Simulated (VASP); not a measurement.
LiCl, 2 atoms in the cell. The structure is cubic, space group Fm-3m (No. 225). Conventional cell: a = 5.061 Å, b = 5.061 Å, c = 5.061 Å, α = 90.00°, β = 90.00°, γ = 90.00°. Li (site symmetry m-3m) is surrounded by 6 Cl at 2.53 Å. Cl (site symmetry m-3m) has 6 Li at 2.53 Å as nearest neighbours. 

| Item | Value |
| --- | --- |
| Program | VASP 6.6.1 |
| Task | band structure |
| Functional | PBE |
| Potentials or basis | VASP PAW PBE potentials, release 64 (Li_sv, Cl) |
| Cutoff | 520 eV |
| k mesh | 6 × 6 × 6 |
| Occupations | gaussian, width 0.03 eV |
| Spin | no spin polarisation |
| Grid for exact exchange (PRECFOCK) | Fast |
| Further INCAR settings | ALGO = Normal; EDIFF = 1e-06 |

Potentials or basis: VASP PAW PBE potentials, release 64 (Li_sv, Cl).

The run is started by

```sh
$ cat potpaw_PBE.64/Li_sv/POTCAR potpaw_PBE.64/Cl/POTCAR > POTCAR
$ mpirun -np 4 vasp_std > vasp.out
```

Hardware: 4 MPI ranks on Intel(R) Xeon(R) Platinum 8259CL CPU @ 2.50GHz (Skylake/Cascade Lake), on a shared host.

Question: Estimate the wall time of this run.

Answer: Wall time 3.7 s on 4 MPI ranks on Intel(R) Xeon(R) Platinum 8259CL CPU @ 2.50GHz (Skylake/Cascade Lake) (shared host), peak memory 0.14 GiB a rank. Counts: scf iterations 20, k points 16.
